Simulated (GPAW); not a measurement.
Write an ASE script for GPAW 26.7.0 that does the following.

* Task: relaxation of cell and atoms
* Functional: LDA
* Potentials or basis: the program's PAW data sets (release 1.2.1) made for this functional
* Cutoff: 600 eV
* Basis: pw
* k mesh: 8 × 8 × 8
* Occupations: fermi-dirac, width 0.05 eV
* Spin: no spin polarisation
* Maxiter: 150
* Optimizer: BFGS
* Fmax: 0.05 eV/Å
* Max steps: 40
* Convergence: density=1e-05 forces=0.0001

The structure of GaP lies in POSCAR:

```
GaP
1.0
    0.0000000000      2.7252500000      2.7252500000
    2.7252500000      0.0000000000      2.7252500000
    2.7252500000      2.7252500000      0.0000000000
Ga P
1 1
Direct
    0.0000000000      0.0000000000      0.0000000000
    0.7500000000      0.7500000000      0.7500000000
```

These files were run (other wordings do the same):

run.py

```python
from ase.filters import FrechetCellFilter
from ase.io import read, write
from ase.optimize import BFGS
from gpaw import GPAW, PW

atoms = read('POSCAR')

calc = GPAW(mode=PW(600),
            xc='LDA',
            kpts={'size': (8, 8, 8), 'gamma': True},
            occupations={'name': 'fermi-dirac', 'width': 0.05},
            nbands=11,
            convergence={'density': 1e-05, 'forces': 0.0001},
            maxiter=150,
            txt='gpaw.txt')
atoms.calc = calc
opt = BFGS(FrechetCellFilter(atoms), trajectory='relax.traj', logfile='-')
done = opt.run(fmax=0.05, steps=40)
calc.write('gs.gpw')
write('result.traj', atoms)
print('Converged:', done)
print('Cell:', atoms.cell.cellpar().round(4))
print('Volume:', round(atoms.get_volume(), 4))
print(atoms.get_scaled_positions().round(5))
```

Potentials or basis: the program's PAW data sets (release 1.2.1) made for this functional, pw.

Run with:

```console
$ OMP_NUM_THREADS=1 python run.py
```

It gave:

| Item | Value |
| --- | --- |
| Relaxed volume | 20.07 Å³/atom |
| Relaxed cell | a = 3.843 Å, b = 3.843 Å, c = 3.843 Å, α = 60.00°, β = 60.00°, γ = 60.00° |
| Space group after relaxing (to 0.05 Å) | F-43m (No. 216) |
| Energy gained by relaxing | 0.4 meV/atom |
| Ionic steps | 3 |
| Pressure after relaxing | 0.0 GPa |
| Band gap on the k mesh | 1.50 eV, indirect (least direct gap 1.76 eV) |

Caveat: the data sets keep Ga 3d, Li 1s and Be 1s frozen, and some such compounds lay over 1.5 % in volume off other programs; later steps reuse the first step's grids.

It took 26 s on 1 thread of Arm Neoverse V1 (shared host), peak memory 0.16 GiB.
